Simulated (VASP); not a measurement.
# Lu (Im-3m) in VASP: further runs

The runs below take Lu through single point, relaxation of cell and atoms, with LDA.

Program: VASP 6.6.1. These are calculated values, not measurements. Logs are shortened: lines on timing, memory, paths and dates and some standing lists are left out, and cuts for length are marked.

## (1) The structure

The structure is cubic, space group Im-3m (No. 229). The conventional cell has a = 3.744 Å, b = 3.744 Å, c = 3.744 Å, α = 90.00°, β = 90.00°, γ = 90.00°. Around Lu (site symmetry m-3m) lie 8 Lu at 3.24 Å.

This isn't the form of Lu at room conditions, which is hcp.

## (2) Single point, LDA

INCAR

```
SYSTEM = Lu
PREC = Accurate ; ENCUT = 520
EDIFF = 1E-6 ; ISMEAR = -1
SIGMA = 0.1 ; LREAL = .False.
LASPH = .True. ; NELM = 100
ALGO = Normal ; ISIF = 2
LWAVE = .False. ; LCHARG = .True.
GGA = CA ; LELF = .True.
LVHAR = .True. ; NBANDS = 18
```

KPOINTS

```
Automatic mesh
0
Gamma
  19 19 19
  0 0 0
```

POSCAR

```
Lu
1.0
   -1.8718843180      1.8718843180      1.8718843180
    1.8718843180     -1.8718843180      1.8718843180
    1.8718843180      1.8718843180     -1.8718843180
Lu
1
Direct
    0.0000000000      0.0000000000      0.0000000000
```

Potentials or basis: VASP PAW PBE potentials, release 64 (Lu).

Command:

```
$ cat potpaw_PBE.64/Lu/POTCAR > POTCAR
$ mpirun -np 1 vasp_std > vasp.out
```

OUTCAR:

```text
SYSTEM = Lu
   PREC = Accurate
   ENCUT = 520
   EDIFF = 1E-6
   ISMEAR = -1
   LREAL = .False.
   LASPH = .True.
   NELM = 100
   ISIF = 2
   GGA = CA

 ion  position               nearest neighbor table
   1  0.000  0.000  0.000-

  LATTYP: Found a body centered cubic cell.
 ALAT       =     3.7437686360

  Lattice vectors:

 A1 = (  -1.8718843180,   1.8718843180,   1.8718843180)
 A2 = (   1.8718843180,  -1.8718843180,   1.8718843180)
 A3 = (   1.8718843180,   1.8718843180,  -1.8718843180)

Analysis of symmetry for initial positions (statically):
=====================================================================
 Subroutine PRICEL returns:
 Original cell was already a primitive cell.

 Routine SETGRP: Setting up the symmetry group for a
 body centered cubic supercell.

 Subroutine GETGRP returns: Found 48 space group operations
 (whereof 48 operations were pure point group operations)
 out of a pool of 48 trial point group operations.

The static configuration has the point symmetry O_h .

Analysis of symmetry for dynamics (positions and initial velocities):
=====================================================================
 Subroutine PRICEL returns:
 Original cell was already a primitive cell.

 Routine SETGRP: Setting up the symmetry group for a
 body centered cubic supercell.

 Subroutine GETGRP returns: Found 48 space group operations
 (whereof 48 operations were pure point group operations)
 out of a pool of 48 trial point group operations.

The dynamic configuration has the point symmetry O_h .

 Subroutine INISYM returns: Found 48 space group operations
 (whereof 48 operations are pure point group operations),
 and found     1 'primitive' translations

----------------------------------------------------------------------------------------

                                     Primitive cell

  volume of cell :      26.2360

  direct lattice vectors                    reciprocal lattice vectors
    -1.871884318  1.871884318  1.871884318     0.000000000  0.267110523  0.267110523
     1.871884318 -1.871884318  1.871884318     0.267110523  0.000000000  0.267110523
     1.871884318  1.871884318 -1.871884318     0.267110523  0.267110523  0.000000000

  length of vectors
     3.242198745  3.242198745  3.242198745     0.377751325  0.377751325  0.377751325

  position of ions in fractional coordinates (direct lattice)
     0.000000000  0.000000000  0.000000000

  ion indices of the primitive-cell ions
   primitive index   ion index
                 1           1

----------------------------------------------------------------------------------------

 KPOINTS: Automatic mesh

Automatic generation of k-mesh.
 Grid dimensions read from file:
 generate k-points for:   19   19   19

 Generating k-lattice:

  Cartesian coordinates                     Fractional coordinates (reciprocal lattice)
     0.000000000  0.014058449  0.014058449     0.052631579  0.000000000  0.000000000
     0.014058449  0.000000000  0.014058449     0.000000000  0.052631579  0.000000000
     0.014058449  0.014058449  0.000000000     0.000000000  0.000000000  0.052631579

  Length of vectors
     0.019881649  0.019881649  0.019881649

  Shift w.r.t. Gamma in fractional coordinates (k-lattice)
     0.000000000  0.000000000  0.000000000

 Subroutine IBZKPT returns following result:
 ===========================================

 Found    220 irreducible k-points:

 Following reciprocal coordinates:
            Coordinates               Weight
  0.000000  0.000000  0.000000      1.000000
  0.052632  0.000000  0.000000     12.000000
  0.105263  0.000000  0.000000     12.000000
  0.157895  0.000000  0.000000     12.000000
  0.210526  0.000000  0.000000     12.000000
  0.263158  0.000000  0.000000     12.000000
[... 16 lines left out ...]
  0.263158  0.105263 -0.000000     48.000000
  0.315789  0.105263 -0.000000     48.000000
 [... further k-points ...]
   k-points           NKPTS =    220   k-points in BZ     NKDIM =    220   number of bands    NBANDS=     18
   number of dos      NEDOS =    301   number of ions     NIONS =      1
   total plane-waves  NPLWV =  13824
   dimension x,y,z NGX =    24 NGY =   24 NGZ =   24
   dimension x,y,z NGXF=    48 NGYF=   48 NGZF=   48
   ions per type =               1
   NGX,Y,Z   is equivalent  to a cutoff of  12.31, 12.31, 12.31 a.u.
   NGXF,Y,Z  is equivalent  to a cutoff of  24.61, 24.61, 24.61 a.u.
 SYSTEM =  Lu
   PREC   = accura    normal or accurate (medium, high low for compatibility)
   ISTART =      0    job   : 0-new  1-cont  2-samecut
   ICHARG =      2    charge: 1-file 2-atom 10-const
   ISPIN  =      1    spin polarized calculation?
   LNONCOLLINEAR =      F non collinear calculations
   LSORBIT =      F    spin-orbit coupling
   LASPH  =      T    aspherical Exc in radial PAW
   ENCUT  =  520.0 eV  38.22 Ry    6.18 a.u.   6.03  6.03  6.03*2*pi/ulx,y,z
   NELM   =    100;   NELMIN=  2; NELMDL= -5     # of ELM steps
   EDIFF  = 0.1E-05   stopping-criterion for ELM
[... 8 lines left out ...]
   TEBEG  =    0.0;   TEEND  =   0.0 temperature during run
   PSTRESS=    0.0 pullay stress
   NELECT =      25.0000    total number of electrons
   NUPDOWN=      -1.0000    fix difference up-down
   EMIN   =  10.00;   EMAX   =-10.00  energy-range for DOS
   EFERMI =   0.00;   METHOD = LEGACY
   ISMEAR =    -1;   SIGMA  =   0.10  broadening in eV -4-tet -1-fermi 0-gaus
   EFERMI_NEDOS =   21; number of points for ismear=-14 and -15
   IALGO  =     38    algorithm
   IMIX   =      4    mixing-type and parameters
     AMIX     =   0.40;   BMIX     =  1.00
     AMIX_MAG =   1.60;   BMIX_MAG =  1.00
  volume/ion in A,a.u.               =      26.24       177.05
  Fermi-wavevector in a.u.,A,eV,Ry     =   1.610976  3.044304 35.310449  2.595245
  Thomas-Fermi vector in A             =   2.706440
   LORBIT       =      0    0 simple, 1 ext, 2 COOP (PROOUT), +10 PAW based schemes
   GGA     = CA    functional components
   LHFCALC =     F    Hartree Fock is set to
   AEXX    =    0.0000 exact exchange contribution
   IVDW    =     0    specifies the selected vdW correction
   LEPSILON=     F    determine dielectric tensor
   LRPA    =     F    only Hartree local field effects (RPA)
 non-spin polarized calculation
  energy-cutoff  :      520.00
  volume of cell :       26.24
 maximum number of plane-waves:       721
   NGX = 13   NGY = 13   NGZ = 13

 number of electron      25.0000008 magnetization

 Free energy of the ion-electron system (eV)
  ---------------------------------------------------
  ext. energy  EPLUGINS =         0.00000000
  ---------------------------------------------------
  free energy    TOTEN  =        -5.06470249 eV

  energy without entropy =       -4.99731535  energy(sigma->0) =       -5.03100892

 E-fermi :   2.4957     XC(G=0): -11.5095

 val. band max:        2.4808480009   @ k =   0.3158   0.2632   0.1053
 cond. band min:       2.4957510204   @ k =   0.3158   0.1579   0.0526
 fundamental gap:      0.0149030195
 Fermi energy:         2.4957207553

 k-point     1 :       0.0000    0.0000    0.0000
  band No.  band energies     occupation
      1     -53.3862      2.00000
      2     -23.9101      2.00000
      3     -23.9101      2.00000
      4     -23.9101      2.00000
      5      -3.8917      2.00000
      6      -2.5624      2.00000
[... 10 lines left out ...]
     17       7.1247      0.00000
     18      14.8148      0.00000

 k-point     2 :       0.0526    0.0000    0.0000
  band No.  band energies     occupation
      1     -53.3848      2.00000
      2     -23.9311      2.00000
      3     -23.9166      2.00000
      4     -23.9102      2.00000
      5      -3.7992      2.00000
      6      -2.5615      2.00000
[... 10 lines left out ...]
     17       7.1234      0.00000
     18      14.9122      0.00000

 k-point     3 :       0.1053    0.0000    0.0000
  band No.  band energies     occupation
      1     -53.3805      2.00000
      2     -23.9912      2.00000
      3     -23.9353      2.00000
      4     -23.9105      2.00000
      5      -3.5280      2.00000
      6      -2.5588      2.00000
[... 10 lines left out ...]
     17       7.1257      0.00000
     18      15.1570      0.00000

 k-point     4 :       0.1579    0.0000    0.0000
  band No.  band energies     occupation
      1     -53.3740      2.00000
      2     -24.0827      2.00000
      3     -23.9641      2.00000
      4     -23.9110      2.00000
      5      -3.0973      2.00000
      6      -2.5552      2.00000
[... 10 lines left out ...]
     17       7.1465      0.00000
     18      15.4033      0.00000

 k-point     5 :       0.2105    0.0000    0.0000
  band No.  band energies     occupation
      1     -53.3658      2.00000
      2     -24.1943      2.00000
      3     -23.9996      2.00000
      4     -23.9115      2.00000
      5      -2.5515      2.00000
      6      -2.5484      2.00000
[... 10 lines left out ...]
     17       7.2030      0.00000
     18      15.3240      0.00000

 k-point     6 :       0.2632    0.0000    0.0000
  band No.  band energies     occupation
      1     -53.3569      2.00000
      2     -24.3128      2.00000
      3     -24.0380      2.00000
      4     -23.9121      2.00000
      5      -2.5490      2.00000
      6      -2.5242      2.00000
[... 10 lines left out ...]
     17       7.3073      0.00000
     18      14.7463      0.00000

 k-point     7 :       0.3158    0.0000    0.0000
  band No.  band energies     occupation
      1     -53.3482      2.00000
      2     -24.4256      2.00000
      3     -24.0750      2.00000
      4     -23.9127      2.00000
      5      -2.5481      2.00000
      6      -2.5153      2.00000
[... 10 lines left out ...]
     17       7.7033      0.00000
     18      13.9419      0.00000

 k-point     8 :       0.3684    0.0000    0.0000
  band No.  band energies     occupation
      1     -53.3407      2.00000
      2     -24.5210      2.00000
      3     -24.1067      2.00000
      4     -23.9133      2.00000
      5      -2.5486      2.00000
      6      -2.5169      2.00000
[... 10 lines left out ...]
     17       8.6607      0.00000
     18      13.1652      0.00000
[... 229 lines left out ...]
     17      10.3883      0.00000
     18      11.9177      0.00000

 k-point    20 :       0.1053    0.1053    0.0000
  band No.  band energies     occupation
      1     -53.3703      2.00000
      2     -24.1309      2.00000
      3     -23.9638      2.00000
      4     -23.9297      2.00000
      5      -2.8489      2.00000
      6      -2.5524      2.00000
[... 10 lines left out ...]
     17       7.3238      0.00000
     18      15.6886      0.00000

 k-point    21 :       0.1579    0.1053    0.0000
  band No.  band energies     occupation
      1     -53.3626      2.00000
      2     -24.2292      2.00000
      3     -23.9986      2.00000
      4     -23.9356      2.00000
      5      -2.5478      2.00000
      6      -2.5322      2.00000
[... 10 lines left out ...]
     17       7.4728      0.00000
     18      15.5533      0.00000

 k-point    22 :       0.2105    0.1053    0.0000
  band No.  band energies     occupation
      1     -53.3542      2.00000
      2     -24.3322      2.00000
      3     -24.0417      2.00000
      4     -23.9384      2.00000
      5      -2.5441      2.00000
      6      -2.5217      2.00000
[... 10 lines left out ...]
     17       7.6124      0.00000
     18      14.5921      0.00000

 k-point    23 :       0.2632    0.1053   -0.0000
  band No.  band energies     occupation
      1     -53.3460      2.00000
      2     -24.4294      2.00000
      3     -24.0851      2.00000
      4     -23.9402      2.00000
      5      -2.5425      2.00000
      6      -2.5149      2.00000
[... 10 lines left out ...]
     17       7.9965      0.00000
     18      13.6208      0.00000

 k-point    24 :       0.3158    0.1053   -0.0000
  band No.  band energies     occupation
      1     -53.3389      2.00000
      2     -24.5114      2.00000
      3     -24.1231      2.00000
      4     -23.9415      2.00000
      5      -2.5428      2.00000
      6      -2.5239      2.00000
[... 10 lines left out ...]
     17       8.9175      0.00000
     18      12.7665      0.00000

 [... further k-points ...]
[... 5 lines left out ...]
  --------------------------------------------------------------------------------------
  -------------------------------------------------------------------------------------
  Total        0.0480210      0.0480210      0.0480210     -0.0000000      0.0000000     -0.0000000
  in kB        2.9325447      2.9325447      2.9325447     -0.0000000      0.0000000     -0.0000000
  external PRESSURE =       2.9325447 kB  Pullay stress =       0.0000000 kB

 VOLUME and BASIS-vectors are now :
 -----------------------------------------------------------------------------
  energy-cutoff  :      520.00
  volume of cell :       26.24
      direct lattice vectors                 reciprocal lattice vectors
    -1.871884318  1.871884318  1.871884318     0.000000000  0.267110523  0.267110523
     1.871884318 -1.871884318  1.871884318     0.267110523  0.000000000  0.267110523
     1.871884318  1.871884318 -1.871884318     0.267110523  0.267110523  0.000000000

 POSITION                                       TOTAL-FORCE (eV/Angst)
 -----------------------------------------------------------------------------------
      0.00000      0.00000      0.00000         0.000000     -0.000000      0.000000
 -----------------------------------------------------------------------------------
    total drift:                                0.000000      0.000000     -0.000000

  FREE ENERGIE OF THE ION-ELECTRON SYSTEM (eV)
  ---------------------------------------------------
  free  energy   TOTEN  =        -5.0647024943 eV

  energy  without entropy=       -4.9973153499  energy(sigma->0) =       -5.03100892
```

Wall time 50 s (1 thread of Intel Xeon Platinum 8259CL at 2.50GHz (Skylake/Cascade Lake), shared host); peak memory 0.22 GiB.

What came out:

- Free energy: -5.0647 eV
- Pressure: 0.3 GPa
- Band gap on the k mesh: none (metal or under the smearing width)

Caveat: the PAW data sets were made with another functional, which shifts forces and pressure a little.

[end of part 1 of 2]
